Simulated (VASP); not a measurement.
# Al in VASP: further runs, part 3 of 3

VASP 6.6.1. Earlier steps stand in the parts before.

### 5 Single point, r2SCAN+D3(BJ)

The input, POSCAR:

```
Al
1.0
    8.5913470000      0.0000000000      0.0000000000
    4.2956740000      7.4403250000      0.0000000000
    0.0000000000      0.0000000000     16.6765370000
Al
27
Direct
    0.1111123195      0.1111107378      0.0599644878
    0.4444477091      0.1111107378      0.0599644878
    0.7777830988      0.1111107378      0.0599644878
    0.1111138883      0.4444429511      0.0599644878
    0.4444492779      0.4444429511      0.0599644878
    0.7777730280      0.4444429511      0.0599644878
    0.1111154570      0.7777751644      0.0599644878
    0.4444508467      0.7777751644      0.0599644878
    0.7777745968      0.7777751644      0.0599644878
   -0.0868380185      0.2159045472      0.1856200721
    0.2303442709      0.2050044857      0.2004372970
    0.5840467472      0.2352719807      0.1985124370
   -0.1142883997      0.5526237093      0.2003953219
    0.2066963805      0.5576772520      0.1889720870
    0.5411352854      0.5564945080      0.2065296890
   -0.1012940463      0.8960764483      0.1958739995
    0.2217297296      0.8822464072      0.2040111805
    0.5367733345      0.8801631649      0.1981286642
   -0.0152923678      0.0161283277      0.3355792632
    0.3340239593      0.0168272219      0.3377139990
    0.6728804573      0.0134671537      0.3379898357
    0.0096131501      0.3056586910      0.3286953400
    0.3242798185      0.3362218720      0.3119052835
    0.6966737025      0.3266389573      0.3420554279
   -0.0032087222      0.6503210545      0.3358910786
    0.3229032295      0.6471222695      0.3500546906
    0.6714682066      0.6724168635      0.3336843854
```

The input, INCAR.step1:

```
SYSTEM = Al
ALGO     = Normal         ! electronic algorithm
EDIFF    = 1E-4           ! SCF threshold, eV
ENCUT    = 520            ! plane-wave cutoff, eV
GGA      = PE             ! functional
ISMEAR   = -1             ! smearing method
LASPH    = .True.         ! aspherical terms in the spheres
LCHARG   = .False.        ! write CHGCAR
LREAL    = Auto         
LWAVE    = .True.         ! write WAVECAR
NBANDS   = 60             ! bands
NELM     = 100            ! most SCF steps
PREC     = Accurate       ! precision mode
SIGMA    = 0.15           ! smearing width, eV
```

The input, INCAR.step2:

```
SYSTEM = Al
ALGO     = Normal         ! electronic algorithm
EDIFF    = 1E-6           ! SCF threshold, eV
ENCUT    = 520            ! plane-wave cutoff, eV
ISIF     = 2              ! what is computed and relaxed
ISMEAR   = -1             ! smearing method
ISTART   = 1            
IVDW     = 12             ! dispersion correction
LASPH    = .True.         ! aspherical terms in the spheres
LCHARG   = .True.         ! write CHGCAR
LELF     = .True.         ! ELF
LMIXTAU  = .True.       
LREAL    = Auto         
LVHAR    = .True.       
LWAVE    = .False.        ! write WAVECAR
METAGGA  = R2SCAN         ! meta-GGA
NBANDS   = 60             ! bands
NELM     = 100            ! most SCF steps
PREC     = Accurate       ! precision mode
SIGMA    = 0.15           ! smearing width, eV
VDW_A1   = 0.49484001   
VDW_A2   = 5.73083694   
VDW_S6   = 1.0          
VDW_S8   = 0.78981345
```

The input, KPOINTS:

```
k-points
0
Gamma
  2 2 1
  0 0 0
```

Potentials or basis: VASP PAW PBE potentials, release 64 (Al).

Started as:

```
> cat potpaw_PBE.64/Al/POTCAR > POTCAR
> cp INCAR.step1 INCAR
> mpirun -np 1 vasp_std > vasp.out
> cp INCAR.step2 INCAR
> mpirun -np 1 vasp_std > vasp.out
```

OUTCAR:

```text
SYSTEM = Al
   EDIFF = 1E-6
   ENCUT = 520
   ISIF = 2
   ISMEAR = -1
   ISTART = 1
   IVDW = 12
   LASPH = .True.
   LREAL = Auto
   METAGGA = R2SCAN
   NELM = 100
   PREC = Accurate
 IVDW          = 12

 ion  position               nearest neighbor table
   1  0.111  0.111  0.060-  10 2.56  11 2.83   3 2.86   4 2.86   7 2.86   2 2.86   6 2.86   8 2.86
                            17 2.94
   2  0.444  0.111  0.060-  11 2.84   9 2.86   4 2.86   5 2.86   8 2.86   1 2.86   3 2.86  18 2.88
                            12 3.03
   3  0.778  0.111  0.060-  12 2.73  10 2.76  16 2.78   6 2.86   1 2.86   5 2.86   7 2.86   2 2.86
                             9 2.86
   4  0.111  0.444  0.060-  14 2.65   7 2.86   2 2.86   1 2.86   5 2.86   9 2.86   6 2.86  13 2.88
                            11 2.94
   5  0.444  0.444  0.060-  14 2.79  12 2.80   6 2.86   8 2.86   2 2.86   7 2.86   3 2.86   4 2.86
                            15 2.90
   6  0.778  0.444  0.060-  10 2.70  13 2.84   5 2.86   3 2.86   8 2.86   9 2.86   1 2.86   4 2.86
                            15 3.01
   7  0.111  0.778  0.060-  14 2.71  16 2.77   4 2.86   5 2.86   3 2.86   1 2.86   8 2.86   9 2.86
                            17 2.89
   8  0.444  0.778  0.060-  18 2.72   9 2.86   6 2.86   5 2.86   2 2.86   7 2.86   1 2.86  17 2.92
                            15 2.95
   9  0.778  0.778  0.060-   8 2.86   2 2.86   6 2.86   4 2.86   3 2.86   7 2.86  13 2.88  16 2.88
[... 23 lines left out ...]
  21  0.673  0.013  0.338-  19 2.69  24 2.80  12 2.86  20 2.90  16 2.91  23 2.92  27 2.94  25 2.97
                            18 3.08
  22  0.010  0.306  0.329-  19 2.60  24 2.61  20 2.65  11 2.70  10 2.76  13 2.82  23 2.86  25 2.91
                            27 3.04
  23  0.324  0.336  0.312-  11 2.51  14 2.63  12 2.72  20 2.74  26 2.74  25 2.79  22 2.86  21 2.92
                            24 3.20
  24  0.697  0.327  0.342-  19 2.58  22 2.61  21 2.80  12 2.84  15 2.86  27 2.87  26 3.01  10 3.07
                            23 3.20
  25  0.997  0.650  0.336-  27 2.71  13 2.74  23 2.79  26 2.80  14 2.91  22 2.91  21 2.97  16 2.97
                            19 3.09
  26  0.323  0.647  0.350-  23 2.74  25 2.80  15 2.90  17 3.00  24 3.01  19 3.06  14 3.09  27 3.12
                            20 3.23
  27  0.671  0.672  0.334-  25 2.71  13 2.74  18 2.75  15 2.80  24 2.87  20 2.93  21 2.94  22 3.04
                            26 3.12

  LATTYP: Found a hexagonal cell.
 ALAT       =     8.5913474624
 C/A-ratio  =     1.9410851526

  Lattice vectors:

 A1 = (  -4.2956740000,  -7.4403250000,   0.0000000000)
 A2 = (   8.5913470000,   0.0000000000,   0.0000000000)
 A3 = (   0.0000000000,   0.0000000000,  16.6765370000)

Analysis of symmetry for initial positions (statically):
=====================================================================
 Subroutine PRICEL returns:
 Original cell was already a primitive cell.

 Routine SETGRP: Setting up the symmetry group for a
 hexagonal supercell.

 Subroutine GETGRP returns: Found  1 space group operations
 (whereof  1 operations were pure point group operations)
 out of a pool of 24 trial point group operations.

The static configuration has the point symmetry C_1 .

Analysis of symmetry for dynamics (positions and initial velocities):
=====================================================================
 Subroutine PRICEL returns:
 Original cell was already a primitive cell.

 Routine SETGRP: Setting up the symmetry group for a
 hexagonal supercell.

 Subroutine GETGRP returns: Found  1 space group operations
 (whereof  1 operations were pure point group operations)
 out of a pool of 24 trial point group operations.

[... 112 lines left out ...]
   number of dos      NEDOS =    301   number of ions     NIONS =     27
   total plane-waves  NPLWV = 516096
   dimension x,y,z NGX =    64 NGY =   64 NGZ =  126
   dimension x,y,z NGXF=   128 NGYF=  128 NGZF=  252
   ions per type =              27
   NGX,Y,Z   is equivalent  to a cutoff of  12.38, 12.38, 12.56 a.u.
   NGXF,Y,Z  is equivalent  to a cutoff of  24.77, 24.77, 25.12 a.u.
 SYSTEM =  Al
   PREC   = accura    normal or accurate (medium, high low for compatibility)
   ISTART =      1    job   : 0-new  1-cont  2-samecut
   ICHARG =      0    charge: 1-file 2-atom 10-const
   ISPIN  =      1    spin polarized calculation?
   LNONCOLLINEAR =      F non collinear calculations
   LSORBIT =      F    spin-orbit coupling
   LASPH  =      T    aspherical Exc in radial PAW
   ENCUT  =  520.0 eV  38.22 Ry    6.18 a.u.  15.97 15.97 31.01*2*pi/ulx,y,z
   NELM   =    100;   NELMIN=  2; NELMDL=  0     # of ELM steps
   EDIFF  = 0.1E-05   stopping-criterion for ELM
   LREAL  =      T    real-space projection
   EDIFFG = 0.1E-04   stopping-criterion for IOM
   NSW    =      0    number of steps for IOM
   IBRION =     -1    ionic relax: 0-MD 1-quasi-New 2-CG
   NFREE  =      0    steps in history (QN), initial steepest desc. (CG)
   ISIF   =      2    stress and relaxation
   ISYM   =      2    0-nonsym 1-usesym 2-fastsym
   POTIM  = 0.5000    time-step for ionic-motion
   TEBEG  =    0.0;   TEEND  =   0.0 temperature during run
   PSTRESS=    0.0 pullay stress
   NELECT =      81.0000    total number of electrons
   NUPDOWN=      -1.0000    fix difference up-down
   EMIN   =  10.00;   EMAX   =-10.00  energy-range for DOS
   EFERMI =   0.00;   METHOD = LEGACY
   ISMEAR =    -1;   SIGMA  =   0.15  broadening in eV -4-tet -1-fermi 0-gaus
   EFERMI_NEDOS =   21; number of points for ismear=-14 and -15
   IALGO  =     38    algorithm
   IMIX   =      4    mixing-type and parameters
     AMIX     =   0.40;   BMIX     =  1.00
     AMIX_MAG =   1.60;   BMIX_MAG =  1.00
  volume/ion in A,a.u.               =      39.48       266.44
  Fermi-wavevector in a.u.,A,eV,Ry     =   0.693399  1.310335  6.541719  0.480803
  Thomas-Fermi vector in A             =   1.775602
   LORBIT       =      0    0 simple, 1 ext, 2 COOP (PROOUT), +10 PAW based schemes
   METAGGA = R2SCAN    functional components
   LHFCALC =     F    Hartree Fock is set to
   AEXX    =    0.0000 exact exchange contribution
   IVDW    =    12    specifies the selected vdW correction
   LEPSILON=     F    determine dielectric tensor
   LRPA    =     F    only Hartree local field effects (RPA)
 non-spin polarized calculation
  energy-cutoff  :      520.00
  volume of cell :     1066.00
 maximum number of plane-waves:     28672
 NGX is ok and might be reduce to    64
   NGX = 31   NGY = 31   NGZ = 63

 number of electron      81.0000000 magnetization

 Free energy of the ion-electron system (eV)
  ---------------------------------------------------
  ext. energy  EPLUGINS =         0.00000000
  ---------------------------------------------------
  free energy    TOTEN  =      -174.00196363 eV

  energy without entropy =     -172.90943999  energy(sigma->0) =     -173.45570181

 E-fermi :   0.8551     XC(G=0):  -5.4968

 val. band max:        0.8487443929   @ k =   0.0000   0.5000   0.0000
 cond. band min:       0.9091160783   @ k =   0.5000  -0.0000   0.0000
 fundamental gap:      0.0603716854
 Fermi energy:         0.8551006989

 k-point     1 :       0.0000    0.0000    0.0000
  band No.  band energies     occupation
      1     -10.2719      2.00000
      2      -8.3886      2.00000
      3      -7.7178      2.00000
      4      -7.6606      2.00000
      5      -7.4903      2.00000
      6      -7.3973      2.00000
[... 209 lines left out ...]
     51       2.7502      0.00001
     52       2.9446      0.00000
 [bands above 52 left out]

------------------------ aborting loop because EDIFF is reached ----------------------------------------

 Edisp (eV)   -2.64424

 E8    (eV) :    -0.9884

  FORCE on cell =-STRESS in cart. coord.  units (eV):
  Direction    XX          YY          ZZ          XY          YZ          ZX
  --------------------------------------------------------------------------------------
  -------------------------------------------------------------------------------------
  Total     -15.24883   -15.59933     2.33405     0.54253     1.01346     0.31358
  in kB     -22.91860   -23.44539     3.50802     0.81541     1.52320     0.47130
  external pressure =      -14.29 kB  Pullay stress =        0.00 kB

 VOLUME and BASIS-vectors are now :
 -----------------------------------------------------------------------------
  energy-cutoff  :      520.00
  volume of cell :     1066.00
      direct lattice vectors                 reciprocal lattice vectors
     8.591347000  0.000000000  0.000000000     0.116396183 -0.067201373  0.000000000
     4.295674000  7.440325000  0.000000000     0.000000000  0.134402731  0.000000000
     0.000000000  0.000000000 16.676537000     0.000000000  0.000000000  0.059964488

 POSITION                                       TOTAL-FORCE (eV/Angst)
 -----------------------------------------------------------------------------------
      1.43190      0.82670      1.00000         0.376100     -0.220913     -0.513540
      4.29570      0.82670      1.00000         0.088528     -0.059996      0.251872
      7.15950      0.82670      1.00000        -0.067006     -0.053668     -0.245724
      2.86380      3.30680      1.00000        -0.260583     -0.150164     -0.209278
      5.72760      3.30680      1.00000         0.112210     -0.053239      0.009979
      8.59130      3.30680      1.00000         0.015885      0.173540     -0.022983
[... 19 lines left out ...]
      5.55400      4.81480      5.83770         0.297045      0.376492     -0.536263
      8.65730      5.00300      5.56470        -0.272096     -0.055730      0.320025
 -----------------------------------------------------------------------------------
    total drift:                               -0.000582      0.003193     -0.000346

  FREE ENERGIE OF THE ION-ELECTRON SYSTEM (eV)
  ---------------------------------------------------
  free  energy   TOTEN  =      -176.6462060325 eV

  energy  without entropy=     -175.5536823978  energy(sigma->0) =     -176.09994422
```

Wall time 22 min (1 thread of Intel Xeon 6975P-C (Granite Rapids), shared host); peak memory 1.2 GiB.

Results:

| Quantity | Value |
| --- | --- |
| Free energy | -176.6462 eV |
| Largest force | 1.678 eV/Å |
| Band gap on the k mesh | none (metal or under the smearing width) |
| Dispersion energy per atom | -0.098 eV |

Forces on the atoms (eV/Å):
```
Al   0.376 -0.221 -0.514
Al   0.089 -0.060  0.252
Al  -0.067 -0.054 -0.246
Al  -0.261 -0.150 -0.209
Al   0.112 -0.053  0.010
Al   0.016  0.174 -0.023
Al   0.019  0.169 -0.213
Al  -0.150 -0.076  0.039
Al  -0.009  0.074  0.218
Al  -0.564  0.349  0.941
Al   0.034  0.106 -1.301
Al  -0.692 -0.646 -0.044
Al  -0.094  0.140 -0.398
Al   0.396  0.094  0.451
Al   0.264  0.212 -0.171
Al  -0.715 -0.207  0.343
Al  -0.084 -0.253  0.062
Al   0.975  0.153 -0.112
Al   0.380 -1.271 -0.145
Al   0.083 -0.763  0.250
Al  -0.432 -0.129 -0.411
Al   0.555  1.025  0.305
Al   0.560 -0.070  1.580
Al  -0.922  0.843 -0.359
Al   0.105  0.294 -0.089
Al   0.297  0.376 -0.536
Al  -0.272 -0.056  0.320
```

Caveat: the k mesh is coarse (spacing up to 0.42 Å⁻¹), so the values aren't converged; the PAW data sets were made with another functional, which shifts forces and pressure a little.
